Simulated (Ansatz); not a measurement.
Level of theory: DFT PBE, scalar-relativistic, plane waves, PAW in Ansatz. All cells share a 420 eV cutoff and Γ-centred k meshes spaced at most about 0.3 Å⁻¹ (about 0.25 or finer for metals, 2π included). No spin polarisation in the final relaxations.

Temperature and zero-point effects are left out. All come from trial cells, and lower structures may exist.

**Question.** Order these relaxed structures of Ge by energy, lowest first, with the energy over the lowest of them.
A.

```
CELL_PARAMETERS angstrom
-1.79433 1.79433 1.50448
1.79433 -1.79433 1.50448
1.79433 1.79433 -1.50448
ATOMIC_POSITIONS crystal
Ge 0.50000 0.50000 0.00000
```

B.

```
CELL_PARAMETERS angstrom
0.00000 4.56972 4.56972
4.56972 0.00000 4.56972
4.56972 4.56972 0.00000
ATOMIC_POSITIONS crystal
Ge 0.28926 0.71074 0.71074
Ge 0.71074 0.28926 0.28926
Ge 0.28926 0.71074 0.28926
Ge 0.71074 0.28926 0.71074
Ge 0.28926 0.28926 0.71074
Ge 0.71074 0.71074 0.28926
Ge 0.75000 0.75000 0.75000
Ge 0.00000 0.00000 0.00000
```

C.

```
CELL_PARAMETERS angstrom
2.71112 0.00000 0.00000
0.00000 2.71112 0.00000
0.00000 0.00000 2.71112
ATOMIC_POSITIONS crystal
Ge 0.00000 0.00000 0.00000
```

**Answer.** C (0 meV/atom), A (76 meV/atom), B (208 meV/atom). Forms: C simple cubic type, Pm-3m; A I4/mmm; B F-43m. Counting all near atoms (those within 1.25 times the shortest such distance or 1.15 times the sum of covalent radii; a plus sign parts nearer from farther groups; the shortest distance is added where it is long for a bond; a slash parts the counts of unlike sites): C has Ge 6; A has Ge 10+4 from 3.0 Å; B has Ge 6/5+2/12+4 from 3.3 Å.

Cells relaxed within their symmetry can be saddle points. The part of the Crystallography Open Database at hand lists Ge in space groups No. 64, 96, 227; no cell shown has one of them. Some structure types and database cells were kept out of the candidates from the start, so a known form may be missing.
